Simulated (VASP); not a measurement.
VASP 6.6.1 run: ZnS

INCAR

```
ISIF = 2
NELM = 120
LDAU = .TRUE.
ISMEAR = -1
LWAVE = .FALSE.
LDAUL = 2 -1
LMAXMIX = 4
LDAUU = 3.0 0
SIGMA = 0.02
ENCUT = 520
LDAUTYPE = 2
LDAUJ = 0 0
NSW = 0
IBRION = -1
EDIFF = 1E-7
NBANDS = 16
LASPH = .TRUE.
LCHARG = .FALSE.
LREAL = .FALSE.
PREC = Accurate
GGA = PE
```

KPOINTS

```
KPOINTS created by Atomic Simulation Environment
0
Gamma
8 8 8
0 0 0
```

POSCAR

```
Zn S
 1.0000000000000000
     0.0000000000000000    2.6940858314999998    2.7210266899000000
     2.6940858314999998    0.0000000000000000    2.7210266899000000
     2.6940858314999998    2.6940858314999998    0.0000000000000000
 Zn  S
   1   1
Cartesian
  0.0000000000000000  0.0000000000000000  0.0000000000000000
  1.3470429157499999  1.3470429157499999  1.3605133449500000
```

The recommended PBE PAW datasets give the neutral cell 18 valence electrons.

Command

```
mpirun -np 1 vasp_std
```

OSZICAR

```
N       E                     dE             d eps       ncg     rms          rms(c)
DAV:   1     0.895672436473E+02    0.89567E+02   -0.90212E+03  1888   0.135E+03
DAV:   2    -0.945324362848E+00   -0.90513E+02   -0.84998E+02  2136   0.262E+02
DAV:   3    -0.693794365133E+01   -0.59926E+01   -0.59704E+01  2416   0.667E+01
DAV:   4    -0.699453984903E+01   -0.56596E-01   -0.56588E-01  2240   0.680E+00
DAV:   5    -0.699512148784E+01   -0.58164E-03   -0.58163E-03  2496   0.627E-01    0.741E+00
DAV:   6    -0.663859321206E+01    0.35653E+00   -0.60418E-01  2864   0.217E+01    0.555E+00
DAV:   7    -0.661842267177E+01    0.20171E-01   -0.19005E-01  2312   0.353E+00    0.258E+00
DAV:   8    -0.661907963418E+01   -0.65696E-03   -0.49076E-03  2208   0.649E-01    0.590E-01
DAV:   9    -0.661940469858E+01   -0.32506E-03   -0.10860E-03  2376   0.253E-01    0.911E-02
DAV:  10    -0.661954374719E+01   -0.13905E-03   -0.12883E-04  2336   0.147E-01    0.468E-02
DAV:  11    -0.661955250479E+01   -0.87576E-05   -0.37811E-05  2416   0.963E-02    0.760E-03
DAV:  12    -0.661955341402E+01   -0.90923E-06   -0.23609E-06  2328   0.161E-02    0.292E-03
DAV:  13    -0.661955372838E+01   -0.31436E-06   -0.61265E-07  2352   0.595E-03    0.135E-03
DAV:  14    -0.661955370446E+01    0.23922E-07   -0.61150E-08  1896   0.450E-03
   1 F= -.66195537E+01 E0= -.66195537E+01  d E =-.140149E-10
```

Standard output (part)

```
POSCAR found type information on POSCAR ZnS
 POSCAR found :  2 types and       2 ions
 LDA part: xc-table for (Slater+PW92), standard interpolation
 POSCAR, INCAR and KPOINTS ok, starting setup
 WAVECAR not read
 entering main loop
```

From OUTCAR

```
k-points           NKPTS =     59   k-points in BZ     NKDIM =     59   number of bands    NBANDS=     16

   NELECT =      18.0000    total number of electrons

   dimension x,y,z NGX =    28 NGY =   28 NGZ =   28
   dimension x,y,z NGXF=    56 NGYF=   56 NGZF=   56

  energy-cutoff  :      520.00
  volume of cell :       39.50
      direct lattice vectors                 reciprocal lattice vectors
     0.000000000  2.694085831  2.721026690    -0.185591711  0.185591711  0.183754170
     2.694085831  0.000000000  2.721026690     0.185591711 -0.185591711  0.183754170
     2.694085831  2.694085831  0.000000000     0.185591711  0.185591711 -0.183754170

 k-points in reciprocal lattice and weights: KPOINTS created by Atomic Simulation Env
   0.00000000  0.00000000  0.00000000       0.002
   0.12500000  0.00000000  0.00000000       0.016
   0.25000000  0.00000000  0.00000000       0.016
   0.37500000  0.00000000  0.00000000       0.016
   0.50000000  0.00000000  0.00000000       0.008
   0.12500000  0.12500000  0.00000000       0.004
   0.25000000  0.12500000  0.00000000       0.016
   0.37500000  0.12500000  0.00000000       0.016
   ...

 E-fermi :   2.3270

 k-point     1 :       0.0000    0.0000    0.0000
  band No.  band energies     occupation
      1     -11.0263      2.00000
      2      -5.3662      2.00000
      3      -5.3620      2.00000
      4      -5.3620      2.00000
      5      -4.9291      2.00000
      6      -4.9270      2.00000
      7       1.9054      2.00000
      8       1.9402      2.00000
      9       1.9402      2.00000
     10       4.2366      0.00000
     11       8.5271      0.00000
     12       8.5287      0.00000
     13       8.5287      0.00000
     14      13.5458      0.00000
     15      13.7177      0.00000
     16      13.9820      0.00000

 k-point     2 :       0.1250    0.0000    0.0000
  band No.  band energies     occupation
      1     -10.9145      2.00000
      2      -5.3474      2.00000
      3      -5.3434      2.00000
      4      -5.3420      2.00000
      5      -4.9303      2.00000
      6      -4.9287      2.00000
      7       0.8318      2.00000
      8       1.7772      2.00000
      9       1.8059      2.00000
     10       5.0473      0.00000
     11       8.4136      0.00000
     12       8.7730      0.00000
     13       8.7798      0.00000
     14      12.9942      0.00000
     15      13.1266      0.00000
     16      14.7601      0.00000

 k-point     3 :       0.2500    0.0000    0.0000
  band No.  band energies     occupation
      1     -10.6257      2.00000
      2      -5.3062      2.00000
      3      -5.3023      2.00000
      4      -5.2426      2.00000
      5      -4.9277      2.00000
      6      -4.9274      2.00000
      7      -0.8978      2.00000
      8       1.4721      2.00000
      9       1.5130      2.00000
     10       5.5976      0.00000
     11       9.0076      0.00000
     12       9.1160      0.00000
     13       9.1425      0.00000
     14      12.8624      0.00000
     15      12.9121      0.00000
     16      14.2520      0.00000

 ...

  Total        0.2223389      0.2223389      0.1199000      0.0000000     -0.0000000      0.0000000
  in kB        9.0186262      9.0186262      4.8634479      0.0000000     -0.0000000      0.0000000
  external PRESSURE =       7.6335668 kB  Pullay stress =       0.0000000 kB

 POSITION                                       TOTAL-FORCE (eV/Angst)
 -----------------------------------------------------------------------------------
      0.00000      0.00000      0.00000         0.000000      0.000000      0.000000
      1.34704      1.34704      1.36051        -0.000000     -0.000000     -0.000000
 -----------------------------------------------------------------------------------
    total drift:                                0.000000      0.000000      0.000001

  FREE ENERGIE OF THE ION-ELECTRON SYSTEM (eV)
  ---------------------------------------------------
  free  energy   TOTEN  =        -6.6195537045 eV

  energy  without entropy=       -6.6195537044  energy(sigma->0) =       -6.61955370
```

It converged. Results: gap between bands v and c on the k mesh 2.30 eV; least direct gap on the k mesh 2.30 eV; pressure 0.8 GPa. Band v is the last that the valence electrons fill when counted band by band, and c is the next.

For comparison, a separate PBE run of the intended cell, on usual settings and not on those above, gives a gap of 2.10 eV on its mesh and a pressure of 1.7 GPa.

The run above took about 27 s on one core of a shared host (Intel Xeon Platinum 8488C) and held 0.17 GiB at most.
